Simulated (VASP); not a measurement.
Runs of VASP 6.6.1 on Ag. Symmetry: Fm-3m, No. 225, cubic system. Conventional cell: a = 4.085 Å, b = 4.085 Å, c = 4.085 Å, α = 90.00°, β = 90.00°, γ = 90.00°. Ag (site symmetry m-3m) has 12 Ag at 2.89 Å as nearest neighbours. 

```csv
task,level,cell,cutoff (eV),smearing,gap on the mesh (eV),pressure (GPa),relaxed volume (Å³/atom)
relaxation of cell and atoms,AM05,relaxed,600,fermi-dirac 0.05 eV,none,0.0,16.59
relaxation of cell and atoms,PW91,relaxed,600,fermi-dirac 0.05 eV,none,0.0,17.79
single point,PBE,as given,520,gaussian 0.011 eV,none,4.1,-
band structure,AM05,as given,520,fermi-dirac 0.05 eV,-,(a),-
```

Alike in all rows: potentials or basis VASP PAW PBE potentials, release 64 (Ag); no spin polarisation; k mesh 11 × 11 × 11.

**Question.** Fill in the values left out.

**Answer.** (a) -2.9.

Caveats: the PAW data sets were made with another functional, which shifts forces and pressure a little (some runs).

A k mesh can miss the band edges, and the runs leave out spin-orbit coupling on Ag.

A gap of «none» marks a metal or a gap under the smearing width.
